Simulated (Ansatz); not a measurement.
# Se (P3_121) in Ansatz: band structure with PBEsol0

Aim: the band structure of Se with PBEsol0.

Program: Ansatz 0.2.0. These are calculated values, not measurements. Logs are shortened: lines on timing, memory, paths and dates and some standing lists are left out, and cuts for length are marked.

## Step 1: Starting point

Symmetry: P3_121, No. 152, trigonal system. Conventional cell: a = 4.366 Å, b = 4.366 Å, c = 4.954 Å, α = 90.00°, β = 90.00°, γ = 120.00°. Se (site symmetry 2) is surrounded by 2 Se at 2.37 Å.

## Step 2: Band structure, PBEsol0

input.yaml

```yaml
crystal:
  lattice:
    - [4.3662, 0.0, 0.0]
    - [-2.1831, 3.781240118, 0.0]
    - [0.0, 0.0, 4.9536]
  atoms:
    - { symbol: Se, position: [0.7746, 0.7746, 0.0] }
    - { symbol: Se, position: [0.0, 0.2254, 0.6666666667] }
    - { symbol: Se, position: [0.2254, 0.0, 0.3333333333] }
hamiltonian:
  xc: { exchange: pbesol, correlation: pbesol, exx: { coeff: 0.25 } }
  pseudopotentials: { kind: paw }
kpoints:
  mp_grid: { grid: [4, 4, 3] }
  band_path:
    path:
      - [[0.0, 0.0, 0.0], [0.5, 0.0, 0.0], [0.3333333333, 0.3333333333, 0.0], [0.0, 0.0, 0.0], [0.0, 0.0, 0.5], [0.5, 0.0, 0.5], [0.3333333333, 0.3333333333, 0.5], [0.0, 0.0, 0.5]]
      - [[0.5, 0.0, 0.5], [0.5, 0.0, 0.0]]
      - [[0.3333333333, 0.3333333333, 0.0], [0.3333333333, 0.3333333333, 0.5]]
    npoints: 4
scf:
  occupations: { method: fermi_dirac, width: 0.05 }
  n_extra_bands: 7
output:
  forces: true
  stress: true
  eigenvalues: true
  fatbands: false
  write_density: true
  write_potential: true
  elf: true
  volumetric_format: npy
```

Potentials or basis: Ansatz PAW.

The run is started by

```sh
$ ansatz run input.yaml --threads 2 --pin off --max-ram 5632MiB --backend cpu --events-out ev --progress --plain --runs-dir out
```

What it wrote:

```text
Warning: output.stress: scf.convergence.dr2_threshold = 1e-7 eV (the SCF's general default) is looser than the 3e-10 eV advised for a printed stress (1e-10 eV for each atom of the cell: 3). What an SCF threshold leaves in a stress goes as its square root, and in the free energy as the threshold itself, and one threshold admits the most on a small cell: of the crystals measured, under no hybrid functional and no lock of the moments, on runs that ended without the residual-converged pass, on stresses that held no estimate of that error, the worst erred by over 100 MPa in a component at 1e-7 eV an atom and by under 5 at 1e-10. Set scf.convergence.dr2_threshold to 3e-10 eV or tighter. The threshold is an SCF's pass mark: one that does not reach it within its budget of iterations ends unconverged, or closes short of it on a stop that the run arms, and scf.convergence.dr2_threshold's page says what that costs each kind of run
Warning: output.stress: scf.exx.energy_threshold = 1e-6 eV is looser than the 3e-8 eV advised for a stress under a hybrid functional (1e-8 eV for each atom of the cell: 3). Every SCF of the exchange loop can meet its threshold on dr2 while the loop round them stops early: no threshold on dr2 bounds what that leaves in the stress. Set scf.exx.energy_threshold to 3e-8 eV or tighter. The threshold is the loop's pass mark: a loop that does not reach it within its budget of cycles ends unconverged, and scf.exx.energy_threshold's page has the law
Warning: RAYON_NUM_THREADS=2 ignored (pool sized by the plan → 2); use --threads N
scf.n_extra_bands = 7 over 24 filled bands (N_el = 48.0): the run solves 31 bands
Engine: ansatz 0.2.0, x86_64-unknown-linux-gnu
Pseudopotentials: kind: paw
Pseudopotential: Se, paw, valence charge 16, recommended cutoff 420 eV (normal), Se.paw.azcp
Functional definition: unnamed
  parameter a_1 = 0.25
  exchange = (1 - a_1)*pbe_x(mu = 0.12345679012345678) + a_1*exact_x
  correlation = pbe_c(beta = 0.046)
Crystal: 3 atoms, lattice volume = 81.782 Å³
Basis set: ecut = 420 eV, 1583 PW (Γ), exchange–correlation on 60×60×72 points (8 copies of the dense FFT grid, shifted against one another)
Bands: 31, of which v1, the nominal top of the filled ones, is band 24 counted from 1 (23 counted from 0)
Symmetry: 6 space group operations
Space group: P3121 (ITA 152), of the structure as read, at distance tolerance 4.3e-5 Å
k-points: 9 of 48 (time reversal used)
Non-local potential: Se, projectors of the file, l = 0: 2, l = 1: 2, l = 2: 3, l = 3: 1
PAW form: soft (Blöchl's): semilocal exchange-correlation on the pseudo side does not see the compensation charge
PAW frozen core: Se, regenerated for the run's functional, and the local potential with it (the file was generated under x = pbe(κ = 0.804, μ = 0.2195149727645171), c = pbe(β = 0.06672455060314922))
PAW one-centre angular grid: Se, 590 points (default); XC on 64 Gauss nodes
Initial density: superposition of atomic densities (neutral atoms: chi_scale 0, normalization atom), corrected by the library's trained network
Initial wavefunctions: pseudopotential atomic-orbital guess
Functional: x = pbesol(κ = 0.804, μ = 0.12345679012345678), c = pbesol(β = 0.046), warm-up for x = 0.75 pbesol(κ = 0.804, μ = 0.12345679012345678) + 0.25 exact, c = pbesol(β = 0.046)
SCF iter   1: F=—  HF=-16272.552253 eV  |F-HF|=—  |Δ(HF+E_count)|=         —  Δρ=2.33e-3  dr2=3.58e-3  ethr=1.77e-3  ⟨swp⟩=7.4  Hψ=1131  notcnv=0
preconditioner: auto → none  [insulator: Δε(μ)=1.510 eV  Ē_g=11.655 eV  σ=0.050 eV  W_gap=1.00  n_scr=20 (ndim 8)  ℏωp=17.4 eV  f_vac=0.095  D(μ)=0.00/eV (n_scr^D=0)]
SCF iter   2: F=—  HF=-16272.551177 eV  |F-HF|=—  |Δ(HF+E_count)|=   1.08e-3  Δρ=1.02e-3  dr2=4.49e-4  ethr=7.47e-6  ⟨swp⟩=3.7  Hψ=782  notcnv=0  defer=1
SCF iter   3: F=-16272.551608 eV  HF=-16272.551532 eV  |F-HF|=7.64e-5  |Δ(HF+E_count)|=   3.55e-4  Δρ=3.81e-4  dr2=6.13e-5  ethr=9.35e-7  ⟨swp⟩=3.0  Hψ=529  notcnv=0
SCF 1 stopped early in 3 iterations: F = -16272.551608 eV  dr2 = 6.13e-5
Initial density: handed on by an earlier stage of this run
Initial wavefunctions: those handed on with the density
Functional: x = 0.75 pbesol(κ = 0.804, μ = 0.12345679012345678) + 0.25 exact, c = pbesol(β = 0.046)
Frozen-core exchange: fock
SCF iter   1: F=—  HF=-16315.006314 eV  |F-HF|=—  |Δ(HF+E_count)|=         —  Δρ=4.79e-3  dr2=1.02e-2  ethr=1.28e-6  ⟨swp⟩=6.4  Hψ=1208  notcnv=0
preconditioner: auto → none  [insulator: Δε(μ)=2.942 eV  Ē_g=13.861 eV  σ=0.050 eV  W_gap=1.00  n_scr=20 (ndim 8)  ℏωp=17.4 eV  f_vac=0.088  D(μ)=0.00/eV (n_scr^D=0)]
SCF iter   2: F=—  HF=-16314.991593 eV  |F-HF|=—  |Δ(HF+E_count)|=   1.47e-2  Δρ=2.08e-3  dr2=2.47e-3  ethr=1.28e-6  ⟨swp⟩=4.0  Hψ=920  notcnv=0
SCF iter   3: F=—  HF=-16314.990907 eV  |F-HF|=—  |Δ(HF+E_count)|=   6.85e-4  Δρ=5.90e-4  dr2=4.19e-3  ethr=1.28e-6  ⟨swp⟩=3.0  Hψ=711  notcnv=0
SCF iter   4: F=—  HF=-16315.013310 eV  |F-HF|=—  |Δ(HF+E_count)|=   2.24e-2  Δρ=1.01e-3  dr2=7.26e-4  ethr=2.28e-7  ⟨swp⟩=4.0  Hψ=956  notcnv=0
iter 5 solved again at ethr=2.02e-8 eV; its pass at ethr=2.28e-7 eV (dr2=9.72e-6 eV) is discarded
SCF iter   5: F=—  HF=-16315.013069 eV  |F-HF|=—  |Δ(HF+E_count)|=   2.41e-4  Δρ=1.01e-4  dr2=2.32e-4  ethr=2.02e-8  ⟨swp⟩=2.1  Hψ=1249  notcnv=0  defer=1
SCF iter   6: F=—  HF=-16315.014037 eV  |F-HF|=—  |Δ(HF+E_count)|=   9.68e-4  Δρ=2.49e-4  dr2=5.42e-5  ethr=2.02e-8  ⟨swp⟩=4.0  Hψ=850  notcnv=0
SCF iter   7: F=-16315.014076 eV  HF=-16315.014078 eV  |F-HF|=2.57e-6  |Δ(HF+E_count)|=   4.16e-5  Δρ=7.44e-5  dr2=9.44e-6  ethr=2.02e-8  ⟨swp⟩=4.1  Hψ=640  notcnv=0
SCF 2 stopped early in 7 iterations: F = -16315.014076 eV  dr2 = 9.44e-6
  Residual-converged pass: ⟨swp⟩=4.0  Hψ=802  notcnv=0  max |occ|·‖R‖ = 5.7e-6 eV (tolerance 6.7e-6 eV)  dr2=9.39e-6  dr2_onsite=2.13e-7  max |Δocc| = 1.1e-19
hybrid outer 1: dexx = +2.913e-2 eV, tail = 4.68e-4 eV
Frozen-core exchange: fock
SCF iter   1: F=—  HF=-16315.014756 eV  |F-HF|=—  |Δ(HF+E_count)|=         —  Δρ=5.63e-5  dr2=1.51e-6  ethr=4.87e-6  ⟨swp⟩=2.9  Hψ=569  notcnv=0
preconditioner: auto → none  [insulator: Δε(μ)=3.018 eV  Ē_g=13.888 eV  σ=0.050 eV  W_gap=1.00  n_scr=20 (ndim 8)  ℏωp=17.4 eV  f_vac=0.091  D(μ)=0.00/eV (n_scr^D=0)]
SCF iter   2: F=—  HF=-16315.014761 eV  |F-HF|=—  |Δ(HF+E_count)|=   4.93e-6  Δρ=2.59e-5  dr2=6.76e-7  ethr=2.31e-9  ⟨swp⟩=4.0  Hψ=988  notcnv=0
SCF iter   3: F=—  HF=-16315.014762 eV  |F-HF|=—  |Δ(HF+E_count)|=   1.25e-6  Δρ=9.55e-6  dr2=5.44e-8  ethr=5.61e-10  ⟨swp⟩=4.2  Hψ=769  notcnv=0
SCF iter   4: F=—  HF=-16315.014762 eV  |F-HF|=—  |Δ(HF+E_count)|=   4.19e-8  Δρ=3.52e-6  dr2=8.56e-9  ethr=1.02e-10  ⟨swp⟩=3.6  Hψ=754  notcnv=0  defer=4
SCF iter   5: F=—  HF=-16315.014762 eV  |F-HF|=—  |Δ(HF+E_count)|=   2.21e-8  Δρ=1.94e-6  dr2=3.45e-9  ethr=1.47e-11  ⟨swp⟩=3.1  Hψ=755  notcnv=0
SCF iter   6: F=—  HF=-16315.014762 eV  |F-HF|=—  |Δ(HF+E_count)|=   4.11e-9  Δρ=1.38e-6  dr2=2.44e-9  ethr=4.09e-12  ⟨swp⟩=4.0  Hψ=847  notcnv=0
SCF iter   7: F=—  HF=-16315.014762 eV  |F-HF|=—  |Δ(HF+E_count)|=   1.79e-9  Δρ=4.50e-7  dr2=5.80e-10  ethr=1.99e-12  ⟨swp⟩=3.0  Hψ=711  notcnv=0
SCF iter   8: F=-16315.014762 eV  HF=-16315.014762 eV  |F-HF|=2.11e-10  |Δ(HF+E_count)|=   1.99e-9  Δρ=4.26e-7  dr2=2.53e-10  ethr=1.00e-12  ⟨swp⟩=3.0  Hψ=576  notcnv=0
SCF 3 converged in 8 iterations: F = -16315.014762 eV  dr2 = 2.53e-10
  Residual-converged pass: ⟨swp⟩=3.0  Hψ=629  notcnv=0  max |occ|·‖R‖ = 4.6e-7 eV (tolerance 5.4e-7 eV)  dr2=2.65e-10  dr2_onsite=5.42e-11  max |Δocc| = 5.6e-23
hybrid outer 2: dexx = +2.175e-6 eV, tail = 1.40e-7 eV, Δε = 4.52e-3 eV (about 2.29e-4 eV left of the loop's levels), ΔF = 1.69e-2 eV/Å (tail 3.98e-3)
Frozen-core exchange: fock
SCF iter   1: F=—  HF=-16315.014763 eV  |F-HF|=—  |Δ(HF+E_count)|=         —  Δρ=1.79e-6  dr2=2.10e-9  ethr=1.46e-9  ⟨swp⟩=7.7  Hψ=641  notcnv=0
preconditioner: auto → none  [insulator: Δε(μ)=3.019 eV  Ē_g=13.888 eV  σ=0.050 eV  W_gap=1.00  n_scr=20 (ndim 8)  ℏωp=17.4 eV  f_vac=0.091  D(μ)=0.00/eV (n_scr^D=0)]
SCF iter   2: F=-16315.014763 eV  HF=-16315.014763 eV  |F-HF|=9.46e-11  |Δ(HF+E_count)|=   1.54e-9  Δρ=5.18e-7  dr2=4.17e-10  ethr=3.62e-12  ⟨swp⟩=4.0  Hψ=879  notcnv=0
SCF 4 converged in 2 iterations: F = -16315.014763 eV  dr2 = 4.17e-10
  Residual-converged pass: ⟨swp⟩=2.0  Hψ=418  notcnv=0  max |occ|·‖R‖ = 7.1e-7 eV (tolerance 8.1e-7 eV)  dr2=4.17e-10  dr2_onsite=1.90e-10  max |Δocc| = 1.4e-24
hybrid outer 3: dexx = +1.498e-9 eV, tail = 1.27e-9 eV, Δε = 4.61e-5 eV (about 1.00e-5 eV left of the loop's levels), ΔF = 7.81e-4 eV/Å (tail 7.82e-4)
NSCF: frozen V_eff on 39 k-points
hybrid SCF converged: 3 outer / 17 inner (+3 warm-up), last move |dexx| = 1.50e-9 eV, tail = 1.27e-9 eV
Stability not checked: this state was not tested for a lower state beside it, because the functional holds exact exchange (a hybrid, or Hartree-Fock), whose exchange loop this test does not read (fock_operator; see scf.lower_state_search)
Free energy (F): -16315.014763 eV
Frozen-core exchange: fock
Harris-Foulkes:  -16315.014763 eV  (|F-HF|=9.46e-11)
Internal energy: -16315.014763 eV  (E = F + TS)
E sigma→0 (E₀):  -16315.014763 eV
Fermi energy:    7.162128 eV
--- Per-component energies (eV) ---
  E_band       = -1400.878310
  E_kinetic    = 348.972582
  E_local      = -7744.794124  (includes V_loc(G=0)·N_el)
  E_nonlocal   = -1774.174769
  E_hartree    = 3788.081397
  E_xc         = -237.513960
  E_vxc        = -225.190237  (∫ρ·V_xc dr)
  E_exx        = -223.989666  (= α·E_x^exact, valence–valence)
  E_paw        = -5489.045051  (= ΣΔE_a)
  E_vpaw       = 866.126515  (= ΣTr[D̂ρ^β])
  E_aug_tail   = -0.001830  (compensation charges beyond the density's cutoff)
  E_ewald      = -4981.574654
  E_core_change = -0.974687  (= ΣΔE_core)
  E_smearing   = -0.000000  (= −TS)
  E_closure    = 0.000000  (closes the sum)
  Σ components = -16315.014763   (vs F -16315.014763, Δ=-1.82e-12)
--- Forces (eV/Å), atoms counted from 1 ---
  atom   1  Se     0.13518374     0.23414511     0.00000000
  atom   2  Se     0.13518374    -0.23414511    -0.00000000
  atom   3  Se    -0.27036749    -0.00000000    -0.00000000
  max |Σ_I F_I| component: 1.11e-16 eV/Å
--- Stress (GPa, compression-positive) ---
       -0.896595       0.000000      -0.000000
        0.000000      -0.896595       0.000000
       -0.000000       0.000000      -1.741116
  P = ⅓ Tr σ = -1.1781 GPa (-11.781 kbar)
--- Band table (eV; the first three rows and the last of 9) ---
  k-point 0: bands = ["-46.2760", "-46.2760", "-46.2352", "-46.2298", "-46.2298", "-46.1821", "-46.0395", "-46.0341", "-46.0341", "-45.9839", "-45.9839", "-45.9803", "-45.9529", "-45.9267", "-45.9267", "-11.4662", "-6.8741", "-6.8741", "1.8447", "1.8557", "1.8557", "3.5540", "3.5540", "5.3622", "9.3760", "9.3760", "9.6528", "13.5313", "13.8863", "13.8863", "16.0167"]
  k-point 1: bands = ["-46.2936", "-46.2517", "-46.2384", "-46.2356", "-46.2165", "-46.1942", "-46.0391", "-46.0374", "-46.0310", "-45.9858", "-45.9818", "-45.9806", "-45.9474", "-45.9361", "-45.9219", "-10.8872", "-9.2376", "-4.7231", "0.9395", "2.1273", "2.2601", "3.8008", "4.3330", "4.6282", "8.6290", "8.7912", "8.8554", "13.9465", "14.5071", "15.4286", "15.6734"]
  k-point 2: bands = ["-46.2759", "-46.2758", "-46.2352", "-46.2298", "-46.2298", "-46.1822", "-46.0397", "-46.0340", "-46.0340", "-45.9841", "-45.9840", "-45.9800", "-45.9538", "-45.9266", "-45.9261", "-11.2176", "-7.1145", "-6.8474", "0.6097", "1.2298", "1.9888", "3.6233", "4.1159", "4.9658", "9.3073", "9.4369", "10.3092", "13.3472", "13.6735", "15.4991", "16.4838"]
  k-point 8: bands = ["-46.2935", "-46.2514", "-46.2383", "-46.2355", "-46.2166", "-46.1941", "-46.0392", "-46.0373", "-46.0307", "-45.9862", "-45.9817", "-45.9802", "-45.9487", "-45.9366", "-45.9205", "-10.3950", "-8.9558", "-5.7603", "-0.0909", "0.3534", "1.4599", "3.7571", "4.7442", "5.6102", "9.0561", "10.1009", "10.7123", "13.7573", "14.8387", "15.9726", "16.5236"]
```

It took 7.1 min on 2 threads of Intel Xeon at 2.50GHz (Skylake/Cascade Lake), shared host; peak memory 0.83 GiB.

What came out:

```
Free energy             : -16315.0148 eV
Pressure                : -1.2 GPa
Largest force           : 0.270 eV/Å
Band gap along the path : 2.27 eV, indirect (least direct gap 2.55 eV)
```

Forces in eV/Å, atoms in the order of the input:
```
Se   0.135  0.234  0.000
Se   0.135 -0.234  0.000
Se  -0.270  0.000  0.000
```

Levels at the corners of the path, in eV from the valence-band top:
```
point  band 20  band 21  band 22  band 23  band 24  band 25  band 26  band 27  band 28  band 29
    Γ    -4.20    -4.20    -2.50    -2.50    -0.69     3.32     3.32     3.60     7.48     7.83
    M    -5.22    -3.96    -3.34    -2.07    -1.29     3.28     3.72     5.72     6.56     9.12
    K    -5.57    -3.27    -3.27    -3.01    -2.01     4.52     4.52     5.28     7.19     9.22
    Γ    -4.20    -4.20    -2.50    -2.50    -0.69     3.32     3.32     3.60     7.48     7.83
    A    -3.76    -3.76    -1.93    -1.93    -1.45     2.49     2.49     2.59     7.67     8.66
    L    -4.98    -4.76    -2.28    -1.64     0.00     2.95     4.09     4.45     7.69     9.44
    H    -5.63    -5.63    -1.19    -0.33    -0.33     2.27     4.18     4.18     8.02     9.46
    A    -3.76    -3.76    -1.93    -1.93    -1.45     2.49     2.49     2.59     7.67     8.66
    L    -4.98    -4.76    -2.28    -1.64     0.00     2.95     4.09     4.45     7.69     9.44
    M    -5.22    -3.96    -3.34    -2.07    -1.29     3.28     3.72     5.72     6.56     9.12
    K    -5.57    -3.27    -3.27    -3.01    -2.01     4.52     4.52     5.28     7.19     9.22
    H    -5.63    -5.63    -1.19    -0.33    -0.33     2.27     4.18     4.18     8.02     9.46
```

Caveat: the k mesh is coarse (spacing up to 0.42 Å⁻¹), so the values aren't converged, least of all with exact exchange; the PAW data sets come from PBE, with cores solved anew for the run's functional, which leaves a small shift of forces and pressure; the thresholds are loose for stress.
